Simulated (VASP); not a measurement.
# Ta (Im-3m) in VASP: a series of runs

One crystal, Ta, is run at these levels: PBEsol; tasks: relaxation of cell and atoms.

All numbers are computed with VASP 6.6.1; they aren't measurements. Logs are shortened: lines on timing, memory, paths and dates and some standing lists are left out, and cuts for length are marked.

## Step 1: The crystal as given

Symmetry: Im-3m, No. 229, cubic system. The conventional cell has a = 3.303 Å, b = 3.303 Å, c = 3.303 Å, α = 90.00°, β = 90.00°, γ = 90.00°. Around Ta (site symmetry m-3m) lie 8 Ta at 2.86 Å.

## Step 2: Relaxation of cell and atoms, PBEsol

File INCAR:

```
SYSTEM = Ta
  PREC = Accurate
  ENCUT = 600
  EDIFF = 1E-6
  ISMEAR = 1
  SIGMA = 0.1
  LREAL = .False.
  LASPH = .True.
  NELM = 80
  ALGO = Normal
  ISIF = 3
  LWAVE = .False.
  LCHARG = .False.
  GGA = PS
  IBRION = 2
  NSW = 90
  EDIFFG = -0.01
```

File KPOINTS:

```
Automatic mesh
0
Gamma
  16 16 16
  0 0 0
```

File POSCAR:

```
Ta
1.0
   -1.6512800000      1.6512800000      1.6512800000
    1.6512800000     -1.6512800000      1.6512800000
    1.6512800000      1.6512800000     -1.6512800000
Ta
1
Direct
    0.0000000000      0.0000000000      0.0000000000
```

Potentials or basis: VASP PAW PBE potentials, release 64 (Ta_pv).

Command:

```bash
$ cat potpaw_PBE.64/Ta_pv/POTCAR > POTCAR
$ mpirun -np 1 vasp_std > vasp.out
```

OUTCAR:

```text
SYSTEM = Ta
   PREC = Accurate
   ENCUT = 600
   EDIFF = 1E-6
   ISMEAR = 1
   LREAL = .False.
   LASPH = .True.
   NELM = 80
   ISIF = 3
   GGA = PS
   IBRION = 2
   NSW = 90
   EDIFFG = -0.01

 ion  position               nearest neighbor table
   1  0.000  0.000  0.000-

  LATTYP: Found a body centered cubic cell.
 ALAT       =     3.3025600000

  Lattice vectors:

 A1 = (  -1.6512800000,   1.6512800000,   1.6512800000)
 A2 = (   1.6512800000,  -1.6512800000,   1.6512800000)
 A3 = (   1.6512800000,   1.6512800000,  -1.6512800000)

Analysis of symmetry for initial positions (statically):
=====================================================================
 Subroutine PRICEL returns:
 Original cell was already a primitive cell.

 Routine SETGRP: Setting up the symmetry group for a
 body centered cubic supercell.

 Subroutine GETGRP returns: Found 48 space group operations
 (whereof 48 operations were pure point group operations)
 out of a pool of 48 trial point group operations.

The static configuration has the point symmetry O_h .

Analysis of symmetry for dynamics (positions and initial velocities):
=====================================================================
 Subroutine PRICEL returns:
 Original cell was already a primitive cell.

 Routine SETGRP: Setting up the symmetry group for a
 body centered cubic supercell.

 Subroutine GETGRP returns: Found 48 space group operations
 (whereof 48 operations were pure point group operations)
 out of a pool of 48 trial point group operations.

The dynamic configuration has the point symmetry O_h .

 Subroutine INISYM returns: Found 48 space group operations
 (whereof 48 operations are pure point group operations),
 and found     1 'primitive' translations

----------------------------------------------------------------------------------------

                                     Primitive cell

  volume of cell :      18.0104

  direct lattice vectors                    reciprocal lattice vectors
    -1.651280000  1.651280000  1.651280000     0.000000000  0.302795407  0.302795407
     1.651280000 -1.651280000  1.651280000     0.302795407  0.000000000  0.302795407
     1.651280000  1.651280000 -1.651280000     0.302795407  0.302795407  0.000000000

  length of vectors
     2.860100858  2.860100858  2.860100858     0.428217371  0.428217371  0.428217371

  position of ions in fractional coordinates (direct lattice)
     0.000000000  0.000000000  0.000000000

  ion indices of the primitive-cell ions
   primitive index   ion index
                 1           1

----------------------------------------------------------------------------------------

 KPOINTS: Automatic mesh

Automatic generation of k-mesh.
 Grid dimensions read from file:
 generate k-points for:   16   16   16

 Generating k-lattice:

  Cartesian coordinates                     Fractional coordinates (reciprocal lattice)
     0.000000000  0.018924713  0.018924713     0.062500000  0.000000000  0.000000000
     0.018924713  0.000000000  0.018924713     0.000000000  0.062500000  0.000000000
     0.018924713  0.018924713  0.000000000     0.000000000  0.000000000  0.062500000

  Length of vectors
     0.026763586  0.026763586  0.026763586

  Shift w.r.t. Gamma in fractional coordinates (k-lattice)
     0.000000000  0.000000000  0.000000000

 Subroutine IBZKPT returns following result:
 ===========================================

 Found    145 irreducible k-points:

 Following reciprocal coordinates:
            Coordinates               Weight
  0.000000  0.000000  0.000000      1.000000
  0.062500  0.000000  0.000000     12.000000
  0.125000  0.000000  0.000000     12.000000
  0.187500  0.000000  0.000000     12.000000
  0.250000  0.000000  0.000000     12.000000
  0.312500  0.000000  0.000000     12.000000
[... 16 lines left out ...]
  0.187500  0.187500  0.000000     24.000000
  0.250000  0.187500  0.000000     48.000000
 [... further k-points ...]
   k-points           NKPTS =    145   k-points in BZ     NKDIM =    145   number of bands    NBANDS=      9
   number of dos      NEDOS =    301   number of ions     NIONS =      1
   total plane-waves  NPLWV =  13824
   dimension x,y,z NGX =    24 NGY =   24 NGZ =   24
   dimension x,y,z NGXF=    48 NGYF=   48 NGZF=   48
   ions per type =               1
   NGX,Y,Z   is equivalent  to a cutoff of  13.95, 13.95, 13.95 a.u.
   NGXF,Y,Z  is equivalent  to a cutoff of  27.90, 27.90, 27.90 a.u.
 SYSTEM =  Ta
   PREC   = accura    normal or accurate (medium, high low for compatibility)
   ISTART =      0    job   : 0-new  1-cont  2-samecut
   ICHARG =      2    charge: 1-file 2-atom 10-const
   ISPIN  =      1    spin polarized calculation?
   LNONCOLLINEAR =      F non collinear calculations
   LSORBIT =      F    spin-orbit coupling
   LASPH  =      T    aspherical Exc in radial PAW
   ENCUT  =  600.0 eV  44.10 Ry    6.64 a.u.   5.71  5.71  5.71*2*pi/ulx,y,z
   NELM   =     80;   NELMIN=  2; NELMDL= -5     # of ELM steps
   EDIFF  = 0.1E-05   stopping-criterion for ELM
   LREAL  =      F    real-space projection
   EDIFFG = -.1E-01   stopping-criterion for IOM
   NSW    =     90    number of steps for IOM
   IBRION =      2    ionic relax: 0-MD 1-quasi-New 2-CG
   NFREE  =      1    steps in history (QN), initial steepest desc. (CG)
   ISIF   =      3    stress and relaxation
   ISYM   =      2    0-nonsym 1-usesym 2-fastsym
   POTIM  = 0.5000    time-step for ionic-motion
   TEBEG  =    0.0;   TEEND  =   0.0 temperature during run
   PSTRESS=    0.0 pullay stress
   NELECT =      11.0000    total number of electrons
   NUPDOWN=      -1.0000    fix difference up-down
   EMIN   =  10.00;   EMAX   =-10.00  energy-range for DOS
   EFERMI =   0.00;   METHOD = LEGACY
   ISMEAR =     1;   SIGMA  =   0.10  broadening in eV -4-tet -1-fermi 0-gaus
   EFERMI_NEDOS =   21; number of points for ismear=-14 and -15
   IALGO  =     38    algorithm
   IMIX   =      4    mixing-type and parameters
     AMIX     =   0.40;   BMIX     =  1.00
     AMIX_MAG =   1.60;   BMIX_MAG =  1.00
  volume/ion in A,a.u.               =      18.01       121.54
  Fermi-wavevector in a.u.,A,eV,Ry     =   1.388988  2.624806 26.249534  1.929286
  Thomas-Fermi vector in A             =   2.513061
   LORBIT       =      0    0 simple, 1 ext, 2 COOP (PROOUT), +10 PAW based schemes
   GGA     = PS    functional components
   LHFCALC =     F    Hartree Fock is set to
   AEXX    =    0.0000 exact exchange contribution
   IVDW    =     0    specifies the selected vdW correction
   LEPSILON=     F    determine dielectric tensor
   LRPA    =     F    only Hartree local field effects (RPA)
 conjugate gradient relaxation of ions
 non-spin polarized calculation
 Methfessel and Paxton  Order N= 1 SIGMA  =   0.10
  energy-cutoff  :      600.00
  volume of cell :       18.01
 maximum number of plane-waves:       616
   NGX = 11   NGY = 11   NGZ = 11

--------------------------------------- Ionic step        1  -------------------------------------------

 number of electron      11.0000002 magnetization

 Free energy of the ion-electron system (eV)
  ---------------------------------------------------
  ext. energy  EPLUGINS =         0.00000000
  ---------------------------------------------------
  free energy    TOTEN  =       -12.54338423 eV

  energy without entropy =      -12.54287870  energy(sigma->0) =      -12.54321572

------------------------ aborting loop because EDIFF is reached ----------------------------------------

  FORCE on cell =-STRESS in cart. coord.  units (eV):
  Direction    XX          YY          ZZ          XY          YZ          ZX
  --------------------------------------------------------------------------------------
  -------------------------------------------------------------------------------------
  Total       -0.3931613     -0.3931613     -0.3931613     -0.0000000     -0.0000000      0.0000000
  in kB      -34.9751177    -34.9751177    -34.9751177     -0.0000000     -0.0000000      0.0000000
  external PRESSURE =     -34.9751177 kB  Pullay stress =       0.0000000 kB
[... 55 lines left out ...]
  energy  without entropy=      -12.5280706053  energy(sigma->0) =      -12.52855545

--------------------------------------- Ionic step        3  -------------------------------------------

 number of electron      11.0000002 magnetization

 Free energy of the ion-electron system (eV)
  ---------------------------------------------------
  ext. energy  EPLUGINS =         0.00000000
  ---------------------------------------------------
  free energy    TOTEN  =       -12.54687469 eV

  energy without entropy =      -12.54609366  energy(sigma->0) =      -12.54661435

 E-fermi :   5.4355     XC(G=0): -12.8191

 val. band max:        5.4301775683   @ k =   0.3125   0.1250   0.0625
 cond. band min:       5.4431556485   @ k =  -0.3125   0.4375   0.1250
 fundamental gap:      0.0129780802
 Fermi energy:         5.4354723477

 k-point     1 :       0.0000    0.0000    0.0000
  band No.  band energies     occupation
      1     -27.4971      2.00000
      2     -27.4971      2.00000
      3     -27.4971      2.00000
      4      -2.5333      2.00000
      5       6.1795     -0.00000
      6       6.1795     -0.00000
      7       6.1795     -0.00000
      8       9.5135      0.00000
      9       9.5135      0.00000
[... 265 lines left out ...]
 k-point    24 :       0.2500    0.1875    0.0000
  band No.  band energies     occupation
      1     -28.4820      2.00000
      2     -27.9048      2.00000
      3     -27.6055      2.00000
      4       1.7299      2.00000
      5       4.1622      2.00000
      6       4.8484      2.00000
      7       8.8513      0.00000
      8      10.3921      0.00000
      9      12.3511      0.00000

 [... further k-points ...]

------------------------ aborting loop because EDIFF is reached ----------------------------------------

  FORCE on cell =-STRESS in cart. coord.  units (eV):
  Direction    XX          YY          ZZ          XY          YZ          ZX
  --------------------------------------------------------------------------------------
  -------------------------------------------------------------------------------------
  Total       -0.0041701     -0.0041701     -0.0041701     -0.0000000      0.0000000      0.0000000
  in kB       -0.3775099     -0.3775099     -0.3775099     -0.0000000      0.0000000      0.0000000
  external PRESSURE =      -0.3775099 kB  Pullay stress =       0.0000000 kB
[... 16 lines left out ...]
  FREE ENERGIE OF THE ION-ELECTRON SYSTEM (eV)
  ---------------------------------------------------
  free  energy   TOTEN  =       -12.5468746878 eV

  energy  without entropy=      -12.5460936622  energy(sigma->0) =      -12.54661435

 reached required accuracy - stopping structural energy minimisation
```

Run time: 30 s. Hardware: 1 thread of Intel Xeon Platinum 8259CL at 2.50GHz (Skylake/Cascade Lake), shared host; peak memory 0.16 GiB.

What came out:

* Free energy: -12.5469 eV
* Relaxed volume: 17.70 Å³/atom
* Relaxed cell: a = 2.843 Å, b = 2.843 Å, c = 2.843 Å, α = 109.47°, β = 109.47°, γ = 109.47°
* Space group after relaxing (to 0.05 Å): Im-3m (No. 229)
* Energy gained by relaxing: 3.5 meV/atom
* Ionic steps: 3
* Pressure after relaxing: 0.0 GPa
* Band gap on the k mesh: none (metal or under the smearing width)

Step by step:
```tsv
step	energy change (eV)	largest force (eV/Å)	pressure (GPa)	volume (Å³)
1	0.0000	0.0000	-3.50	18.01
2	0.0146	0.0000	8.67	17.00
3	-0.0035	0.0000	-0.04	17.70
```

Final structure:
```
CELL_PARAMETERS angstrom
-1.64169 1.64169 1.64169
1.64169 -1.64169 1.64169
1.64169 1.64169 -1.64169
ATOMIC_POSITIONS crystal
Ta 0.00000 0.00000 0.00000
```

Levels at points of the mesh, in eV from the Fermi level:
```csv
k point,band 1,band 2,band 3,band 4,band 5,band 6,band 7,band 8,band 9
"(0.00, 0.00, 0.00)",-32.93,-32.93,-32.93,-7.97,0.74,0.74,0.74,4.08,4.08
"(0.50, 0.00, 0.00)",-34.18,-33.34,-32.94,-4.44,-1.58,1.72,3.97,5.02,8.00
"(0.50, 0.50, 0.50)",-33.80,-33.80,-33.80,-3.89,-3.89,7.01,7.01,7.01,8.85
```

Caveat: the PAW data sets were made with another functional, which shifts forces and pressure a little.

(Part 1 of 2 ends here.)
